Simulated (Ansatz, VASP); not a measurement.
# Bi2Te3 (Tellurobismuthite): VASP beside Ansatz

```
Bi Te
1.0
     2.19300    1.26613   10.16567
    -2.19300    1.26613   10.16567
     0.00000   -2.53226   10.16567
Bi Te
2 3
Direct
  0.40000 0.40000 0.40000
  0.60000 0.60000 0.60000
  0.00000 0.00000 0.00000
  0.20950 0.20950 0.20950
  0.79050 0.79050 0.79050
```

Alike in both runs: task single point; functional PBEsol; k mesh 5 × 5 × 5; no spin polarisation.

|  | VASP | Ansatz |
| --- | --- | --- |
| version | VASP 6.6.1 | Ansatz 0.2.0 |
| potentials or method | VASP PAW PBE potentials, release 64 (Bi_d, Te) | plane waves, PAW |
| plane-wave cutoff (eV) | 520 | 550 |
| occupations | gaussian, width 0.01 eV | fixed |
| valence electrons in the cell | 48 | 78 |

|  | VASP | Ansatz | Ansatz less VASP |
| --- | --- | --- | --- |
| gap on the k mesh at the Fermi level (eV) | 0.23 | 0.24 | +0.011 |

The two sets of potentials don't hold the same shells in valence.

Caveats: spin-orbit coupling is left out, which as a rule narrows the gap of such compounds by several tenths of an eV; an odd mesh through Γ misses points on the zone boundary, where band edges often lie.
